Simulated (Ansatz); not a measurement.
Structure search for Na2I

Computed with DFT PBE, scalar-relativistic, plane waves, PAW (Ansatz). All cells share a 420 eV cutoff and Γ-centred k meshes spaced at most about 0.3 Å⁻¹ (about 0.25 or finer for metals, 2π included). No spin polarisation.

Formation energies are uncorrected and refer to the elements' standard structures at the same level.

Temperature and zero-point effects are left out. Larger cells and other orderings weren't all tried, so the list isn't exhaustive. The k mesh leaves some 4 meV/atom of noise in the energy of each metallic cell. No dispersion correction is applied, so the spacing and binding between layers, chains or molecules are poorly described (I4/mmm), and this can change margins and order among such cells. These runs have no spin–orbit coupling, which can matter for I. In I4/mmm, P6/mmm an odd number of electrons in the primitive cell allows no gap without spin; a larger cell or a magnetic state could open one. The reference form of I is held partly by dispersion forces, which this level lacks.

Invented guesses were relaxed alike, and ends that match in structure were merged. ΔE counts from the first row. Coordination counts I atoms around Na (those within 1.25 times the shortest such distance or 1.15 times the sum of covalent radii; the shortest distance is added where it is long for a bond). The ends were matched against large subsets of the Crystallography Open Database and the Materials Project, so a missing match doesn't prove that a structure is unreported.

```tsv
#	reached from	type and space group	atoms	Å³/atom	coordination	ΔE (meV/atom)	gap on mesh (eV)	in databases
1	a relaxed cell, shaken at random and relaxed again	P4_2/m (No. 84)	6	46.3	Na 3	0	0.00	no match
2	LaBr2 type (P6_3/mmc)	P6_3/mmc (No. 194)	6	40.2	Na 3	4	0.00	no match
3	MoSi2 (C11b) type (I4/mmm)	I4/mmm (No. 139)	3	37.6	Na 4	43	0.00	no match
4	anti-rutile type (P4_2/mnm)	anti-rutile, P4_2/mnm (No. 136)	6	45.7	Na 3	103	0.00	no match
5	random cell	P6/mmm (No. 191)	3	36.4	Na 6 from 3.8 Å	278	0.00	no match
6	cubic Laves (C15) type (Fd-3m)	Fd-3m (No. 227)	6	36.1	Na 6 from 4.0 Å	292	0.00	no match
```

The first two are tied within the noise. The first: Space group P4_2/m (No. 84), tetragonal, a = 7.737 Å, c = 4.641 Å. Na has 3 I at 3.31–3.40 Å, 4 Na at 3.57 Å and 1 Na at 3.85 Å; I has 6 Na at 3.31–3.40 Å. Its energy over the elements is −0.72 eV/atom. A negative formation energy is needed for stability but isn't enough: competing phases decide. An observed structure of this formula, if there is one, may be missing.

```
CELL_PARAMETERS angstrom
7.73658 0.00000 0.00000
0.00000 7.73658 0.00000
0.00000 0.00000 4.64071
ATOMIC_POSITIONS crystal
Na 0.71845 0.38153 0.50000
Na 0.61847 0.71845 0.00000
Na 0.28155 0.61847 0.50000
Na 0.38153 0.28155 0.00000
I 0.50000 0.00000 0.50000
I 0.00000 0.50000 0.00000
```

The second: Space group P6_3/mmc (No. 194), hexagonal, a = 4.355 Å, c = 14.688 Å. Na has 3 I at 3.24 Å; I is surrounded by 6 Na at 3.24 Å. Counting I atoms around Na, the first and the second both have Na 3. Cells relaxed within their symmetry can be saddle points.

```
Na I
1.0
     4.35472    0.00000    0.00000
    -2.17736    3.77130    0.00000
     0.00000    0.00000   14.68783
Na I
4 2
Direct
  0.33333 0.66667 0.38911
  0.66667 0.33333 0.88911
  0.33333 0.66667 0.11089
  0.66667 0.33333 0.61089
  0.00000 0.00000 0.25000
  0.00000 0.00000 0.75000
```
